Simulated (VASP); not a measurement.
# ZnNH₃: harmonic vibrations of a molecule

ZnNH₃, molecule in box, 5 atoms in the cell. PBE, harmonic vibrations; PAW potentials N, Zn, H (PBE set).

## Input

INCAR.step1:
```
ALGO = Normal
EDIFF = 1E-8
EDIFFG = -0.002
ENCUT = 400
IBRION = 2
ISIF = 2
ISMEAR = 0
ISYM = 0
LASPH = True
LCHARG = False
LREAL = False
LWAVE = False
NELM = 100
NSW = 60
POTIM = 0.5
PREC = Accurate
SIGMA = 0.01
```

INCAR.step2, as INCAR.step1 but for:
```
- EDIFFG = -0.002
- IBRION = 2
- ISIF = 2
- NSW = 60
- POTIM = 0.5
+ IBRION = 5
+ NFREE = 2
+ NSW = 1
+ POTIM = 0.015
```

KPOINTS:
```
k-points
0
Gamma
  1 1 1
```

POSCAR.step1:
```
ZnH3N
1.0
   11.0000000000      0.0000000000      0.0000000000
    0.0000000000     13.0000000000      0.0000000000
    0.0000000000      0.0000000000     11.0000000000
N Zn H
1 1 3
Direct
    0.4982772700      0.4007153800      0.4827454500
    0.5427227300      0.5352846200      0.4798545500
    0.4162681800      0.3793846200      0.4502909100
    0.5180227300      0.3569538500      0.5558909100
    0.5860954500      0.6462769200      0.4709909100
```

Commands (each step's output is kept before the next begins):
```
cat potpaw_PBE.64/N/POTCAR potpaw_PBE.64/Zn/POTCAR potpaw_PBE.64/H/POTCAR > POTCAR
cp INCAR.step1 INCAR
cp POSCAR.step1 POSCAR
mpirun -np 4 vasp_gam > vasp.out
cp CONTCAR POSCAR
cp INCAR.step2 INCAR
mpirun -np 4 vasp_gam > vasp.out
```

## Result

- Vibrations (cm⁻¹; a negative value is imaginary): 3536, 3448, 1995, 1508, 741, 653, 496, 462, 388
- Zero-point energy (eV): 0.820
- Translations and rotations, which should read zero (cm⁻¹): -25, -20, -4, 1, 6, 28
- Vibrational entropy at 298 K (meV/K): 0.133
- Displaced cells: 30
- Ionic steps, all stages: 75
- Electronic steps, all stages: 1134

VASP 6.6.1 took 1191 s on 4 cores (Intel Xeon Platinum 8259CL @ 2.50GHz (Skylake/Cascade Lake)), a shared host.
